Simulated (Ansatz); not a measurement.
# GaP: a line through an energy map

One line of a two-coordinate grid on GaP (F-43m, No. 216; 2 atoms in the cell): volume per atom is varied, at c/a of the conventional cell = 0.948.

Program: Ansatz 0.2.0. Level of theory: DFT PBEsol, scalar-relativistic, plane waves, PAW. These are calculated values, not measurements.

15 further runs of the same task are left out: 15 set aside as unsound or not needed.

**1. The system as given**

Symmetry: F-43m, No. 216, cubic system. Conventional cell: a = 5.439 Å, b = 5.439 Å, c = 5.439 Å, α = 90.00°, β = 90.00°, γ = 90.00°. Ga (site symmetry -43m) is surrounded by 4 P at 2.36 Å. Around P (site symmetry -43m) lie 4 Ga at 2.36 Å.

Coordinates:

```
CELL_PARAMETERS angstrom
0.00000 2.71944 2.71944
2.71944 0.00000 2.71944
2.71944 2.71944 0.00000
ATOMIC_POSITIONS crystal
Ga 0.00000 0.00000 0.00000
P 0.75000 0.75000 0.75000
```

This cell was relaxed beforehand with the same method: volume 20.11 Å³/atom, gap on the mesh 1.50 eV.

**2. Plan of the line**

The energy is mapped over volume and the cell's shape.

First coordinate, volume per atom: 7 values from 18.50 to 21.72 Å³. Second coordinate, c/a of the conventional cell: 7 values from 0.923 to 1.083.

Nothing else is relaxed (symmetry fixes all fractional coordinates). Energies count from the relaxed crystal. Points are written as (first, second).

**3. The run at (18.50 Å³, 0.948)**

The input, input.yaml:

```yaml
crystal:
  lattice:
    - [0.0, 2.5523787317, 2.6923826283]
    - [2.6923826283, 0.0, 2.6923826283]
    - [2.6923826283, 2.5523787317, 0.0]
  atoms:
    - { symbol: Ga, position: [0.0, 0.0, 0.0] }
    - { symbol: P, position: [0.75, 0.75, 0.75] }
basis:
  ecutwfc: 420
kpoints:
  mp_grid: { grid: [10, 10, 10] }
hamiltonian:
  xc: pbesol
  pseudopotentials: { kind: paw, azcp: { folder: soft_1 } }
scf:
  occupations: { method: gaussian, width: 0.05 }
output:
  forces: true
  stress: true
  eigenvalues: true
```

Run with:

```sh
> ansatz run input.yaml --threads 1 --pin off --max-ram 2048MiB --backend cpu --events-out ev --progress --plain --runs-dir out
```

Further runs follow: the other points of the line.

**Question.** What will these runs give? Wanted: for each run, volume per atom; energy; slope; pressure.

The runs gave:

| volume per atom (Å³) | step | energy (meV/atom) | slope (meV/atom per Å³) | pressure (GPa) | band gap on the k-mesh (eV) |
| --- | --- | --- | --- | --- | --- |
| 18.50 | 3 | 47.2 | −53 | 8.4 | 0.79 |
| 19.04 | – | 24.6 | −32 | 5.2 | 0.85 |
| 19.57 | 4 | 12.1 | −15 | 2.4 | 0.92 |
| 20.11 | 5 | 8.3 | 0 | −0.1 | 0.97 |
| 20.65 | 6 | 12.1 | 13 | −2.2 | 1.02 |
| 21.18 | 7 | 22.5 | 25 | −4.0 | 1.07 |
| 21.72 | 8 | 38.4 | 35 | −5.5 | 0.98 |

Energies count from the relaxed crystal. Rows without a step come from runs not printed here or follow by symmetry. Slopes come from the forces (and the stress, where the cell changes), not from differences of energies.

The lowest point of the line is at 20.11 Å³, 8.3 meV/atom from the zero. A fit to energies and slopes at the lowest point and its two neighbours puts the minimum at 20.095 Å³, with a curvature of about 26 meV/atom per (Å³)². V·d²E/dV² there is about 85 GPa, a bulk modulus under this line's constraint. The highest point computed, at 18.50 Å³, lies 38.9 meV/atom above the lowest. This is one cut through a surface in two coordinates; the map's lowest point lies off it.

These are semilocal Kohn-Sham gaps, which aren't the measured quantity. Such gaps usually fall short of the measured ones.
